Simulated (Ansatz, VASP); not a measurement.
# Pt in VASP and in Ansatz

```
Pt
1.0
     0.00000    1.97389    1.97389
     1.97389    0.00000    1.97389
     1.97389    1.97389    0.00000
Pt
1
Direct
  0.00000 0.00000 0.00000
```

Alike in both runs: task single point; functional RPBE; k mesh 9 × 9 × 9; occupations fermi-dirac, width 0.02 eV; non-collinear spin, spin-orbit coupling.

|  | VASP | Ansatz |
| --- | --- | --- |
| version | VASP 6.6.1 | Ansatz 0.2.0 |
| potentials or method | VASP PAW PBE potentials, release 64 (Pt) | Ansatz PAW |
| plane-wave cutoff (eV) | 520 | 420 |
| valence electrons in the cell | 10 | 18 |

|  | VASP | Ansatz | Ansatz less VASP |
| --- | --- | --- | --- |
| gap on the k mesh at the Fermi level (eV) | none | none | - |
| pressure (GPa) | 8.1 | 8.3 | +0.21 |
| net moment per atom (μB) | 0.00 | 0.00 | 0.000 |

A gap of «none» marks a metal or a gap that the smearing closes. The two sets of potentials don't hold the same shells in valence.

Caveats: the PAW data sets were made with another functional, which shifts forces and pressure a little (VASP); the PAW data sets come from PBE, with cores solved anew for the run's functional, which leaves a small shift of forces and pressure (Ansatz).
